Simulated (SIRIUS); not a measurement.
Ge: single point with PBEsol

The system is Ge.

```
Ge
1.0
     0.00000    2.82891    2.82891
     2.82891    0.00000    2.82891
     2.82891    2.82891    0.00000
Ge
2
Direct
  0.76097 0.73326 0.75334
  0.49345 0.48940 0.51015
```

The cell isn't the ideal one: atoms moved at random, drawn with an rms of 0.05 Å.

```yaml
Program: SIRIUS 7.10.0
Task: single point
Functional: PBEsol
Potentials_or_basis: PseudoDojo 0.4.1 PBEsol standard (scalar relativistic)
Cutoff: 1078 eV
Density_cutoff: 4311 eV
k_mesh: 8 × 8 × 8
Occupations: fermi-dirac, width 0.05 eV
Spin: no spin polarisation
Libxc_names: "[\"XC_GGA_X_PBE_SOL\", \"XC_GGA_C_PBE_SOL\"]"
Energy_tol: 1e-08 Ha
Density_tol: 1e-06
Mixer: anderson
Mixing_beta: 0.7
Max_scf: 100
Radial_cutoff_for_the_potentials'_integrals: 6.5 bohr
```

| Quantity | Value |
| --- | --- |
| Pressure | 0.8 GPa |
| Largest force | 0.687 eV/Å |
| Band gap on the k mesh | none (metal or under the smearing width) |

Forces in eV/Å, atoms in the order of the input:
```
Ge   0.432 -0.368 -0.387
Ge  -0.432  0.368  0.387
```

Stress tensor (GPa, compression positive):
```
 0.78 -1.08 -1.03
-1.08  0.80  1.22
-1.03  1.22  0.80
```

Wall time 6.4 min on 1 thread of Arm Neoverse V2 (shared host), peak memory 1.6 GiB.
